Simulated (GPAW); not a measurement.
Runs of GPAW 26.7.0 on Ni. It takes space group Im-3m (No. 229, cubic). Conventional cell: a = 2.767 Å, b = 2.767 Å, c = 2.767 Å, α = 90.00°, β = 90.00°, γ = 90.00°. Ni (site symmetry m-3m) is surrounded by 8 Ni at 2.40 Å. This isn't the form of Ni at room conditions, which is fcc.

| task | level | potentials or basis | cell | k mesh | cutoff (eV) | maxiter | optimizer | fmax | max steps | convergence | mesh quality | gap on the mesh (eV) | pressure (GPa) | moment (μB) | relaxed volume (Å³/atom) |
| --- | --- | --- | --- | --- | --- | --- | --- | --- | --- | --- | --- | --- | --- | --- | --- |
| relaxation of cell and atoms | PBEsol+D3(BJ) | PAW data sets generated in the run's folder for this functional, pw | relaxed | 13 × 13 × 13 | 600 | 150 | BFGS | 0.02 eV/Å | 60 | density=1e-05 forces=0.0001 | not flagged | none | 0.1 | 0.56 | 10.32 |
| relaxation of cell and atoms | PBEsol | PAW data sets generated in the run's folder for this functional, pw | relaxed | 13 × 13 × 13 | 600 | 150 | BFGS | 0.02 eV/Å | 60 | density=1e-05 forces=0.0001 | not flagged | none | 0.2 | 0.59 | (b) |
| relaxation of cell and atoms | PBEsol+D3 | PAW data sets generated in the run's folder for this functional, pw | relaxed | 13 × 13 × 13 | 600 | 150 | BFGS | 0.02 eV/Å | 60 | density=1e-05 forces=0.0001 | not flagged | none | 0.1 | 0.56 | 10.32 |
| G0W0 quasiparticle levels | LDA | the program's PAW data sets (release 1.2.1) made for this functional, pw | as given | 7 × 7 × 7 | 500 | 150 | - | - | - | - | coarse | none | - | (a) | - |
| single point | LDA | the program's PAW data sets (release 1.2.1) made for this functional, pw | as given | 11 × 11 × 11 | 500 | 120 | - | - | - | default | not flagged | none | -8.8 | 0.57 | - |
| relaxation of cell and atoms | PBEsol+D3(BJ)+ATM | PAW data sets generated in the run's folder for this functional, pw | relaxed | 13 × 13 × 13 | 600 | 150 | BFGS | 0.02 eV/Å | 60 | density=1e-05 forces=0.0001 | not flagged | none | 0.0 | 0.57 | 10.39 |
| relaxation of cell and atoms | PBEsol+D4 | PAW data sets generated in the run's folder for this functional, pw | relaxed | 13 × 13 × 13 | 600 | 150 | BFGS | 0.02 eV/Å | 60 | density=1e-05 forces=0.0001 | not flagged | none | 0.0 | 0.57 | 10.45 |

Alike in all rows: spin collinear, ferromagnetic start; smearing fermi-dirac 0.05 eV.

**Question.** Fill in the values left out.

**Answer.** (a) 0.50; (b) 10.61.

Caveats: some runs use coarse meshes; the stock nickel data set gives pressures a few GPa off other programs; each step starts from the last one's moments, so a moment once lost doesn't come back (some runs); later steps reuse the first step's grids (some runs); pairwise dispersion overbinds metals, which lowers pressure and volume (some runs); G0W0 is unreliable with partly filled bands (some runs); on this mesh the treatment of q = 0 moves the result by about a tenth of an eV (some runs); the long-wavelength limit can be off by several per cent where d states take part (some runs).

A k mesh can miss the band edges.

A gap of «none» marks a metal or a gap under the smearing width.

Not every run made on this cell is shown here.
